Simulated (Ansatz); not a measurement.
ZrN under changes of volume

One of the cells (12.167 Å³/atom); the others are scaled copies at fixed shape and fractional positions:

```
Zr N
1.0
     0.00000    2.30000    2.30000
     2.30000    0.00000    2.30000
     2.30000    2.30000    0.00000
Zr N
1 1
Cartesian
  2.3000 2.3000 2.3000
  0.0000 0.0000 0.0000
```

| Property | Result |
| --- | --- |
| Program | Ansatz 0.2.0 |
| Functional | PBE |
| Dispersion | D3(BJ)-ATM |
| Potentials or basis | JTH PAW |
| Cutoff | 1320 eV (not typed: the program's choice for these potentials) |
| k mesh | 10 × 10 × 10 |
| Occupations | gaussian, width 0.02 eV |
| Spin | collinear spin, ferromagnetic start |
| Starting moments | [0.5, 0.0] μB |

```csv
volume (Å³/atom),energy over the lowest point (meV/atom),pressure (GPa)
11.437,14.65,10.9
11.680,2.88,4.7
11.924,0.00,-0.8
12.167,5.10,-5.8
12.410,17.36,-10.3
12.654,36.04,-14.3
12.897,?,?
```

Question: What does the run at 12.897 Å³/atom give?

Answer: Energy over the lowest point 60.48 meV/atom; pressure -17.8 GPa.

Worked out: A Birch-Murnaghan fit of order 3 (a polynomial in V^(-2/3)) to the other rows has its minimum at 11.89 Å³/atom with B0 = V·E''(V) = 261 GPa and B' = 4.4. It gives 60.38 meV/atom at 12.897 Å³/atom, against the run's 60.48, and -dE/dV = -17.8 GPa, against -17.8.

Energies are extrapolated to zero smearing.

Caveats: pairwise dispersion overbinds metals, which lowers pressure and volume; the starting moments weren't kept.
